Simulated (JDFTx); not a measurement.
# Nb (Im-3m) in JDFTx: equation of state

Aim: energy against volume of Nb in PBE, for its equilibrium volume and stiffness.

Everything below comes from runs of JDFTx 1.7.0 (patched build). Logs are shortened: lines on timing, memory, paths and dates and some standing lists are left out, and cuts for length are marked. The log counts tension as positive stress, the text compression.

**Measured values to compare with.**

“Pressure effects on the electronic structure and superconductivity of (TaNb)0.67(HfZrTi)0.33 high entropy alloy”, 2019, arxiv:1910.08312 quotes, for a bulk crystal of Nb: bulk modulus 169 GPa.

The runs below are set against these values where they give the same quantity.

**1. Starting point**

Symmetry: Im-3m, No. 229, cubic system. The conventional cell has a = 3.328 Å, b = 3.328 Å, c = 3.328 Å, α = 90.00°, β = 90.00°, γ = 90.00°. Around Nb (site symmetry m-3m) lie 8 Nb at 2.88 Å.

**2. Equation of state, PBE, 17.32 Å³/atom (volume scaled by 0.94)**

The input, Nb.in:

```
lattice \
   -3.0802201456     3.0802201456     3.0802201456 \
    3.0802201456    -3.0802201456     3.0802201456 \
    3.0802201456     3.0802201456    -3.0802201456
coords-type Lattice
ion Nb     0.0000000000     0.0000000000     0.0000000000 1

ion-species pseudo/Nb.upf
elec-cutoff 41
elec-ex-corr gga-PBE
kpoint-folding 11 11 11
elec-smearing Fermi 0.0018374661
elec-n-bands 12
electronic-SCF nIterations 100 energyDiffThreshold 1e-08
electronic-minimize nIterations 30 energyDiffThreshold 1e-7
forces-output-coords Cartesian

dump-name run.$VAR
dump End Ecomponents EigStats BandEigs Kpoints Forces Stress ElecDensity Dtot KEdensity
```

Potentials or basis: PseudoDojo-SR-PBE-0.5-standard.

The run is started by

```sh
> jdftx -c 1 -i Nb.in -o Nb.out
```

Log:

```text
*************** JDFTx 1.7.0 (patched build) ***************

[... 9 lines left out ...]
---------- Initializing the Grid ----------
R =
[     -3.08022      3.08022      3.08022  ]
[      3.08022     -3.08022      3.08022  ]
[      3.08022      3.08022     -3.08022  ]
unit cell volume = 116.898
G =
[ -6.80428e-18    1.01992    1.01992  ]
[    1.01992 -6.80428e-18    1.01992  ]
[    1.01992    1.01992 -6.80428e-18  ]
Minimum fftbox size, Smin = [  32  32  32  ]
Chosen fftbox size, S = [  32  32  32  ]

---------- Exchange Correlation functional ----------
Initalized PBE GGA exchange.
Initalized PBE GGA correlation.

---------- Setting up pseudopotentials ----------
Width of ionic core gaussian charges (only for fluid interactions / plotting) set to 0

Reading pseudopotential file 'pseudo/Nb.upf':
  'Nb' pseudopotential, 'PBE' functional
  Generated using ONCVPSP code by D. R. Hamann
  13 valence electrons, 4 orbitals, 6 projectors, 1001 radial grid points, with lMax = 2
    4S    l: 0   occupation:  2.0   eigenvalue: -2.145937
    4P    l: 1   occupation:  6.0   eigenvalue: -1.268628
    4D    l: 2   occupation:  4.0   eigenvalue: -0.111731
    5S    l: 0   occupation:  1.0   eigenvalue: -0.146340
  Core radius for overlap checks: 1.37 bohrs.

Initialized 1 species with 1 total atoms.

Folded 1 k-points by 11x11x11 to 1331 k-points.

---------- Setting up k-points, bands, fillings ----------
Reduced to 56 k-points under symmetry.
Computing the number of bands and number of electrons
Calculating initial fillings.
nElectrons:  13.000000   nBands: 12   nStates: 56

----- Setting up reduced wavefunction bases (one per k-point) -----
average nbasis = 1465.657 , ideal nbasis = 1465.801

---------- Setting up ewald sum ----------
Optimum gaussian width for ewald sums = 1.923223 bohr.
Real space sum over 2197 unit cells with max indices [  6  6  6  ]
Reciprocal space sum over 2197 terms with max indices [  6  6  6  ]

---------- Allocating electronic variables ----------
Initializing wave functions:  linear combination of atomic orbitals
Note: number of bands (12) exceeds available atomic orbitals (10)
Nb pseudo-atom occupations:   s ( 2 2 )  p ( 6 )  d ( 3 )
	FillingsUpdate:  mu: +0.702121918  nElectrons: 13.000000
LCAOMinimize: Iter:   0  F: -57.4278021209695240  |grad|_K:  2.882e-04  alpha:  1.000e+00
	FillingsUpdate:  mu: +0.700335773  nElectrons: 13.000000
LCAOMinimize: Iter:   1  F: -57.4280495593990423  |grad|_K:  4.200e-06  alpha:  7.463e-01  linmin: -4.027e-02  cgtest:  3.665e-01
LCAOMinimize: Encountered beta<0, resetting CG.
	FillingsUpdate:  mu: +0.700324536  nElectrons: 13.000000
LCAOMinimize: Iter:   2  F: -57.4280496281076722  |grad|_K:  3.399e-07  alpha:  9.659e-01  linmin: -2.099e-03  cgtest:  8.005e-03
	FillingsUpdate:  mu: +0.700326513  nElectrons: 13.000000
LCAOMinimize: Iter:   3  F: -57.4280496284701059  |grad|_K:  1.326e-08  alpha:  7.764e-01  linmin:  2.206e-03  cgtest: -3.273e-02
LCAOMinimize: Converged (|Delta F|<1.000000e-06 for 2 iters).

-------- Electronic minimization -----------
Will mix electronic density at each iteration.
	FillingsUpdate:  mu: +0.700326513  nElectrons: 13.000000
	FillingsUpdate:  mu: +0.693078654  nElectrons: 13.000000
SCF: Cycle:  0   F: -57.447203654853631   dF: -1.915e-02   |Residual|: 2.221e-02   |deigs|: 2.500e-01
	FillingsUpdate:  mu: +0.691205014  nElectrons: 13.000000
SCF: Cycle:  1   F: -57.447487470469355   dF: -2.838e-04   |Residual|: 1.089e-02   |deigs|: 5.735e-03
	FillingsUpdate:  mu: +0.689928589  nElectrons: 13.000000
SCF: Cycle:  2   F: -57.447515188807138   dF: -2.772e-05   |Residual|: 2.001e-03   |deigs|: 2.235e-03
	FillingsUpdate:  mu: +0.690081036  nElectrons: 13.000000
SCF: Cycle:  3   F: -57.447516265310718   dF: -1.077e-06   |Residual|: 3.388e-04   |deigs|: 4.014e-04
	FillingsUpdate:  mu: +0.690041701  nElectrons: 13.000000
SCF: Cycle:  4   F: -57.447516393033773   dF: -1.277e-07   |Residual|: 1.504e-04   |deigs|: 1.007e-04
	FillingsUpdate:  mu: +0.690022522  nElectrons: 13.000000
SCF: Cycle:  5   F: -57.447516407949252   dF: -1.492e-08   |Residual|: 5.748e-05   |deigs|: 5.785e-05
	FillingsUpdate:  mu: +0.690028863  nElectrons: 13.000000
SCF: Cycle:  6   F: -57.447516411758947   dF: -3.810e-09   |Residual|: 1.038e-05   |deigs|: 3.080e-05
	FillingsUpdate:  mu: +0.690028559  nElectrons: 13.000000
SCF: Cycle:  7   F: -57.447516412415084   dF: -6.561e-10   |Residual|: 7.531e-06   |deigs|: 2.475e-05
SCF: Converged (|Delta E|<1.000000e-08 for 2 iters).

Setting wave functions to eigenvectors of Hamiltonian

# Stress tensor in Cartesian coordinates [Eh/a0^3]:
[ -0.000323691            0            0  ]
[            0 -0.000323691            0  ]
[            0            0 -0.000323691  ]

# Ionic positions in lattice coordinates:
ion Nb   0.000000000000000   0.000000000000000   0.000000000000000 1

# Forces in Cartesian coordinates:
force Nb  -0.000000000000000   0.000000000000000  -0.000000000000000 1

# Energy components:
   Eewald =      -49.9177350883113462
       EH =        7.2135406540112967
     Eloc =      -32.4975366075008267
      Enl =        7.7628465262385999
      Exc =      -13.0920539685985808
 Exc_core =        4.8372001949473908
       KE =       18.2467987479969480
-------------------------------------
     Etot =      -57.4469395412165227
       TS =        0.0005768711985580
-------------------------------------
        F =      -57.4475164124150837

IonicMinimize: Iter:   0  F: -57.447516412415084  |grad|_K:  0.000e+00
IonicMinimize: Converged (|grad|_K<1.000000e-04).

#--- Lowdin population analysis ---
# oxidation-state Nb +0.038

Dumping 'run.eigStats' ...
	eMin: -1.304288 at state 0 ( [ +0.000000 +0.000000 +0.000000 ] spin 0 )
	HOMO: +0.689865 at state 3 ( [ +0.000000 +0.000000 +0.272727 ] spin 0 )
	mu  : +0.690029
	LUMO: +0.690105 at state 6 ( [ +0.000000 +0.090909 +0.090909 ] spin 0 )
	eMax: +1.359384 at state 47 ( [ +0.272727 +0.272727 -0.272727 ] spin 0 )
	HOMO-LUMO gap: +0.000240
	Optical gap  : +0.003975 at state 6 ( [ +0.000000 +0.090909 +0.090909 ] spin 0 )
Done!
```

Run time: 15 s. Hardware: 1 thread of Arm Neoverse V2, shared host; peak memory 0.07 GiB.

Results:

| Property | Result |
| --- | --- |
| Free energy | -1563.2266 eV |
| Pressure | 9.5 GPa |
| Band gap on the k mesh | none (metal or under the smearing width) |

**3. Equation of state, PBE, 17.69 Å³/atom (volume scaled by 0.96)**

The input, Nb.in:

```
lattice \
   -3.1019125514     3.1019125514     3.1019125514 \
    3.1019125514    -3.1019125514     3.1019125514 \
    3.1019125514     3.1019125514    -3.1019125514
coords-type Lattice
ion Nb     0.0000000000     0.0000000000     0.0000000000 1

ion-species pseudo/Nb.upf
elec-cutoff 41
elec-ex-corr gga-PBE
kpoint-folding 11 11 11
elec-smearing Fermi 0.0018374661
elec-n-bands 12
electronic-SCF nIterations 100 energyDiffThreshold 1e-08
electronic-minimize nIterations 30 energyDiffThreshold 1e-7
forces-output-coords Cartesian

dump-name run.$VAR
dump End Ecomponents EigStats BandEigs Kpoints Forces Stress
```

Potentials or basis: PseudoDojo-SR-PBE-0.5-standard.

The run is started by

```sh
> jdftx -c 1 -i Nb.in -o Nb.out
```

It took 15 s on 1 thread of Arm Neoverse V2, shared host; peak memory 0.07 GiB.

The run converged. Its results:

```
Free energy            : -1563.2438 eV
Pressure               : 5.4 GPa
Band gap on the k mesh : none (metal or under the smearing width)
```

**4. Equation of state, PBE, 18.06 Å³/atom (volume scaled by 0.98)**

Changes to Nb.in since step 3:

```diff
@@ -1,5 +1,5 @@
 lattice \
-   -3.1019125514     3.1019125514     3.1019125514 \
-    3.1019125514    -3.1019125514     3.1019125514 \
-    3.1019125514     3.1019125514    -3.1019125514
+   -3.1233057277     3.1233057277     3.1233057277 \
+    3.1233057277    -3.1233057277     3.1233057277 \
+    3.1233057277     3.1233057277    -3.1233057277
 coords-type Lattice
```

The run is started by

```sh
> jdftx -c 1 -i Nb.in -o Nb.out
```

It took 15 s on 1 thread of Arm Neoverse V2, shared host; peak memory 0.07 GiB.

The run converged. Its results:

```yaml
Free_energy: -1563.2520 eV
Pressure: 1.7 GPa
Band_gap_on_the_k_mesh: none (metal or under the smearing width)
```

**5. Equation of state, PBE, 18.43 Å³/atom**

Changes to Nb.in since step 4:

```diff
@@ -1,5 +1,5 @@
 lattice \
-   -3.1233057277     3.1233057277     3.1233057277 \
-    3.1233057277    -3.1233057277     3.1233057277 \
-    3.1233057277     3.1233057277    -3.1233057277
+   -3.1444097851     3.1444097851     3.1444097851 \
+    3.1444097851    -3.1444097851     3.1444097851 \
+    3.1444097851     3.1444097851    -3.1444097851
 coords-type Lattice
```

The run is started by

```sh
> jdftx -c 1 -i Nb.in -o Nb.out
```

Run time: 15 s. Hardware: 1 thread of Arm Neoverse V2, shared host; peak memory 0.07 GiB.

The run converged. Its results:

```
Free energy            : -1563.2519 eV
Pressure               : -1.8 GPa
Band gap on the k mesh : none (metal or under the smearing width)
```

**6. Equation of state, PBE, 18.80 Å³/atom (volume scaled by 1.02)**

Changes to Nb.in since step 5:

```diff
@@ -1,5 +1,5 @@
 lattice \
-   -3.1444097851     3.1444097851     3.1444097851 \
-    3.1444097851    -3.1444097851     3.1444097851 \
-    3.1444097851     3.1444097851    -3.1444097851
+   -3.1652342979     3.1652342979     3.1652342979 \
+    3.1652342979    -3.1652342979     3.1652342979 \
+    3.1652342979     3.1652342979    -3.1652342979
 coords-type Lattice
```

Potentials or basis: PseudoDojo-SR-PBE-0.5-standard.

The run is started by

```sh
> jdftx -c 1 -i Nb.in -o Nb.out
```

It took 15 s on 1 thread of Arm Neoverse V2, shared host; peak memory 0.07 GiB.

The run converged. Its results:

| Quantity | Value |
| --- | --- |
| Free energy | -1563.2442 eV |
| Pressure | -5.0 GPa |
| Band gap on the k mesh | none (metal or under the smearing width) |

**7. Equation of state, PBE, 19.17 Å³/atom (volume scaled by 1.04)**

Changes to Nb.in since step 6:

```diff
@@ -1,5 +1,5 @@
 lattice \
-   -3.1652342979     3.1652342979     3.1652342979 \
-    3.1652342979    -3.1652342979     3.1652342979 \
-    3.1652342979     3.1652342979    -3.1652342979
+   -3.1857883432     3.1857883432     3.1857883432 \
+    3.1857883432    -3.1857883432     3.1857883432 \
+    3.1857883432     3.1857883432    -3.1857883432
 coords-type Lattice
```

The run is started by

```sh
> jdftx -c 1 -i Nb.in -o Nb.out
```

Run time: 15 s. Hardware: 1 thread of Arm Neoverse V2, shared host; peak memory 0.08 GiB.

Results (log left out):

```
Free energy            : -1563.2295 eV
Pressure               : -7.9 GPa
Band gap on the k mesh : none (metal or under the smearing width)
```

**8. Equation of state, PBE, 19.53 Å³/atom (volume scaled by 1.06)**

Changes to Nb.in since step 7:

```diff
@@ -1,5 +1,5 @@
 lattice \
-   -3.1857883432     3.1857883432     3.1857883432 \
-    3.1857883432    -3.1857883432     3.1857883432 \
-    3.1857883432     3.1857883432    -3.1857883432
+   -3.2060805359     3.2060805359     3.2060805359 \
+    3.2060805359    -3.2060805359     3.2060805359 \
+    3.2060805359     3.2060805359    -3.2060805359
 coords-type Lattice
```

The run is started by

```sh
> jdftx -c 1 -i Nb.in -o Nb.out
```

It took 26 s on 1 thread of Arm Neoverse V2, shared host; peak memory 0.08 GiB.

The run converged. Its results:

```
Free energy            : -1563.2084 eV
Pressure               : -10.5 GPa
Band gap on the k mesh : none (metal or under the smearing width)
```

**9. Equation of state, PBE**

Potentials or basis: PseudoDojo-SR-PBE-0.5-standard.

This step only gathers the single runs of the series.

What came out:

```yaml
Equilibrium_volume: 18.24 Å³/atom
Bulk_modulus: 171 GPa
Pressure_derivative_of_the_bulk_modulus: 3.3
```

Energy against volume, from the lowest point:
| volume (Å³/atom) | energy (meV/atom) |
| --- | --- |
| 17.322 | 25.45 |
| 17.691 | 8.21 |
| 18.060 | 0.00 |
| 18.428 | 0.10 |
| 18.797 | 7.84 |
| 19.165 | 22.56 |
| 19.534 | 43.64 |

**10. Equation of state, PBE, 17.32 Å³/atom (volume scaled by 0.94)**

The input, Nb.in:

```
lattice \
   -3.0802201456     3.0802201456     3.0802201456 \
    3.0802201456    -3.0802201456     3.0802201456 \
    3.0802201456     3.0802201456    -3.0802201456
coords-type Lattice
ion Nb     0.0000000000     0.0000000000     0.0000000000 1

ion-species pseudo/Nb.upf
elec-cutoff 41
elec-ex-corr gga-PBE
kpoint-folding 11 11 11
elec-smearing Fermi 0.0018374661
elec-n-bands 12
electronic-SCF nIterations 100 energyDiffThreshold 1e-09
electronic-minimize nIterations 30 energyDiffThreshold 1e-7
forces-output-coords Cartesian

dump-name run.$VAR
dump End Ecomponents EigStats BandEigs Kpoints Forces Stress
```

Potentials or basis: PseudoDojo-SR-PBE-0.5-standard with smoothed tails.

The run is started by

```sh
> jdftx -c 1 -i Nb.in -o Nb.out
```

Wall time 21 s (1 thread of AMD EPYC 7R43 (Zen 3), shared host); peak memory 0.07 GiB.

The run converged. Its results:

```
Free energy            : -1563.2355 eV
Pressure               : 9.4 GPa
Band gap on the k mesh : none (metal or under the smearing width)
```

**11. Equation of state, PBE, 17.69 Å³/atom (volume scaled by 0.96)**

Changes to Nb.in since step 10:

```diff
@@ -1,5 +1,5 @@
 lattice \
-   -3.0802201456     3.0802201456     3.0802201456 \
-    3.0802201456    -3.0802201456     3.0802201456 \
-    3.0802201456     3.0802201456    -3.0802201456
+   -3.1019125514     3.1019125514     3.1019125514 \
+    3.1019125514    -3.1019125514     3.1019125514 \
+    3.1019125514     3.1019125514    -3.1019125514
 coords-type Lattice
```

The run is started by

```sh
> jdftx -c 1 -i Nb.in -o Nb.out
```

Run time: 20 s. Hardware: 1 thread of AMD EPYC 7R43 (Zen 3), shared host; peak memory 0.08 GiB.

The run converged. Its results:

```yaml
Free_energy: -1563.2524 eV
Pressure: 5.3 GPa
Band_gap_on_the_k_mesh: none (metal or under the smearing width)
```

**12. Equation of state, PBE, 18.06 Å³/atom (volume scaled by 0.98)**

Changes to Nb.in since step 11:

```diff
@@ -1,5 +1,5 @@
 lattice \
-   -3.1019125514     3.1019125514     3.1019125514 \
-    3.1019125514    -3.1019125514     3.1019125514 \
-    3.1019125514     3.1019125514    -3.1019125514
+   -3.1233057277     3.1233057277     3.1233057277 \
+    3.1233057277    -3.1233057277     3.1233057277 \
+    3.1233057277     3.1233057277    -3.1233057277
 coords-type Lattice
```

Potentials or basis: PseudoDojo-SR-PBE-0.5-standard with smoothed tails.

The run is started by

```sh
> jdftx -c 1 -i Nb.in -o Nb.out
```

Wall time 17 s (1 thread of AMD EPYC 7R43 (Zen 3), shared host); peak memory 0.07 GiB.

The run converged. Its results:

```yaml
Free_energy: -1563.2604 eV
Pressure: 1.6 GPa
Band_gap_on_the_k_mesh: none (metal or under the smearing width)
```

**13. Equation of state, PBE, 18.43 Å³/atom**

Changes to Nb.in since step 12:

```diff
@@ -1,5 +1,5 @@
 lattice \
-   -3.1233057277     3.1233057277     3.1233057277 \
-    3.1233057277    -3.1233057277     3.1233057277 \
-    3.1233057277     3.1233057277    -3.1233057277
+   -3.1444097851     3.1444097851     3.1444097851 \
+    3.1444097851    -3.1444097851     3.1444097851 \
+    3.1444097851     3.1444097851    -3.1444097851
 coords-type Lattice
```

The run is started by

```sh
> jdftx -c 1 -i Nb.in -o Nb.out
```

It took 17 s on 1 thread of AMD EPYC 7R43 (Zen 3), shared host; peak memory 0.08 GiB.

The run converged. Its results:

```
Free energy            : -1563.2600 eV
Pressure               : -1.9 GPa
Band gap on the k mesh : none (metal or under the smearing width)
```

**14. Equation of state, PBE, 18.80 Å³/atom (volume scaled by 1.02)**

Changes to Nb.in since step 13:

```diff
@@ -1,5 +1,5 @@
 lattice \
-   -3.1444097851     3.1444097851     3.1444097851 \
-    3.1444097851    -3.1444097851     3.1444097851 \
-    3.1444097851     3.1444097851    -3.1444097851
+   -3.1652342979     3.1652342979     3.1652342979 \
+    3.1652342979    -3.1652342979     3.1652342979 \
+    3.1652342979     3.1652342979    -3.1652342979
 coords-type Lattice
```

The run is started by

```sh
> jdftx -c 1 -i Nb.in -o Nb.out
```

Wall time 17 s (1 thread of AMD EPYC 7R43 (Zen 3), shared host); peak memory 0.08 GiB.

Results (log left out):

```yaml
Free_energy: -1563.2520 eV
Pressure: -5.1 GPa
Band_gap_on_the_k_mesh: none (metal or under the smearing width)
```

**15. Equation of state, PBE, 19.17 Å³/atom (volume scaled by 1.04)**

Changes to Nb.in since step 14:

```diff
@@ -1,5 +1,5 @@
 lattice \
-   -3.1652342979     3.1652342979     3.1652342979 \
-    3.1652342979    -3.1652342979     3.1652342979 \
-    3.1652342979     3.1652342979    -3.1652342979
+   -3.1857883432     3.1857883432     3.1857883432 \
+    3.1857883432    -3.1857883432     3.1857883432 \
+    3.1857883432     3.1857883432    -3.1857883432
 coords-type Lattice
```

Potentials or basis: PseudoDojo-SR-PBE-0.5-standard with smoothed tails.

The run is started by

```sh
> jdftx -c 1 -i Nb.in -o Nb.out
```

Wall time 17 s (1 thread of AMD EPYC 7R43 (Zen 3), shared host); peak memory 0.08 GiB.

The run converged. Its results:

| Quantity | Value |
| --- | --- |
| Free energy | -1563.2371 eV |
| Pressure | -8.0 GPa |
| Band gap on the k mesh | none (metal or under the smearing width) |

**16. Equation of state, PBE, 19.53 Å³/atom (volume scaled by 1.06)**

Changes to Nb.in since step 15:

```diff
@@ -1,5 +1,5 @@
 lattice \
-   -3.1857883432     3.1857883432     3.1857883432 \
-    3.1857883432    -3.1857883432     3.1857883432 \
-    3.1857883432     3.1857883432    -3.1857883432
+   -3.2060805359     3.2060805359     3.2060805359 \
+    3.2060805359    -3.2060805359     3.2060805359 \
+    3.2060805359     3.2060805359    -3.2060805359
 coords-type Lattice
```

The run is started by

```sh
> jdftx -c 1 -i Nb.in -o Nb.out
```

It took 28 s on 1 thread of AMD EPYC 7R43 (Zen 3), shared host; peak memory 0.08 GiB.

It converged, with:

```
Free energy            : -1563.2158 eV
Pressure               : -10.6 GPa
Band gap on the k mesh : none (metal or under the smearing width)
```

**17. Equation of state, PBE**

Potentials or basis: PseudoDojo-SR-PBE-0.5-standard with smoothed tails.

No new run: the results of the series are fitted here.

What came out:

```
Equilibrium volume                      : 18.23 Å³/atom
Bulk modulus                            : 171 GPa
Pressure derivative of the bulk modulus : 3.3
```

Energy against volume, from the lowest point:
| volume (Å³/atom) | energy (meV/atom) |
| --- | --- |
| 17.322 | 24.93 |
| 17.691 | 7.96 |
| 18.060 | 0.00 |
| 18.428 | 0.35 |
| 18.797 | 8.34 |
| 19.165 | 23.29 |
| 19.534 | 44.59 |

**18. How close it comes**

Step 9. Measured bulk modulus of Nb: 169 GPa (quoted in “Pressure effects on the electronic structure and superconductivity of (TaNb)0.67(HfZrTi)0.33 high entropy alloy”, 2019, arxiv:1910.08312). This calculation gives 171 GPa (+1.3 %). The fit is for a static lattice scaled at fixed shape and fixed fractional positions.

Step 17. Against the measured bulk modulus of Nb, 169 GPa (quoted in “Pressure effects on the electronic structure and superconductivity of (TaNb)0.67(HfZrTi)0.33 high entropy alloy”, 2019, arxiv:1910.08312), the calculated 171 GPa is off by +1.4 %. The fit is for a static lattice scaled at fixed shape and fixed fractional positions.
